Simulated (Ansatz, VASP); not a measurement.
## C: VASP beside Ansatz

```
CELL_PARAMETERS angstrom
2.18260 -1.26020 0.00000
2.18260 1.26020 0.00000
-1.41491 0.00000 3.59385
ATOMIC_POSITIONS crystal
C 0.83336 0.83336 0.00009
C 0.16664 0.16664 0.99991
```

This is a stacking variant of graphite.

Alike in both runs: task single point; functional LDA; k mesh 14 × 14 × 8; no spin polarisation.

```csv
,VASP,Ansatz
version,VASP 6.6.1,Ansatz 0.2.0
potentials or method,"VASP PAW LDA potentials, release 64 (C)","plane waves, PAW"
plane-wave cutoff (eV),520,550
occupations,"methfessel-paxton of order 1, width 0.1 eV","cold, width 0.1 eV"
valence electrons in the cell,8,8
```

VASP gave:

- pressure (GPa): -21.1
- largest component of the traceless stress (GPa): 19.86

Estimate Ansatz's values.

pressure (GPa): -21.8; largest component of the traceless stress (GPa): 20.64.

Caveats: so large a pressure means that the cell lies far from this level's equilibrium, or that cutoff or potentials fall short (VASP).
